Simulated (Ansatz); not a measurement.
Input and command of a plane-wave DFT calculation in Ansatz:

```yaml
crystal:
  lattice:
    - [2.4203355727, -1.7687087498, 0.0]
    - [2.4203355727, 1.7687087498, 0.0]
    - [-0.8883286534, 0.0, 5.2227593073]
  atoms:
    - { symbol: Cu, position: [0.0032, 0.4968, 0.0], spin: 1.0 }
    - { symbol: Cu, position: [0.4968, 0.0032, 0.5], spin: 1.0 }
    - { symbol: O, position: [0.5714, 0.4056, 0.2537] }
    - { symbol: O, position: [0.4056, 0.5714, 0.7537] }
basis:
  ecutwfc: 500
kpoints:
  mp_grid: { grid: [10, 10, 6] }
hamiltonian:
  xc: r2scan
  hubbard: { sites: [{ species: Cu, l: d, u_eff: 4.0 }] }
scf:
  occupations: { method: gaussian, width: 0.02 }
output:
  forces: true
  stress: true
  eigenvalues: true
  populations: true
magnetization:
  spin_polarized: true
```

```bash
ansatz run input.yaml --threads 1 --pin off --max-ram 2560MiB --backend cpu --events-out ev --progress --plain --runs-dir out
```

Processor: Intel(R) Xeon(R) Platinum 8259CL CPU @ 2.50GHz (Skylake/Cascade Lake), 1 thread, on a host shared with other jobs.

Task: Estimate time, memory and problem size.

Result: About 3.9 min on 1 thread of Intel(R) Xeon(R) Platinum 8259CL CPU @ 2.50GHz (Skylake/Cascade Lake), on a shared host, peak memory 0.99 GiB. It solves 32 bands at 172 k points (the mesh reduced by symmetry) with about 1159 plane waves, in 29 SCF iterations.
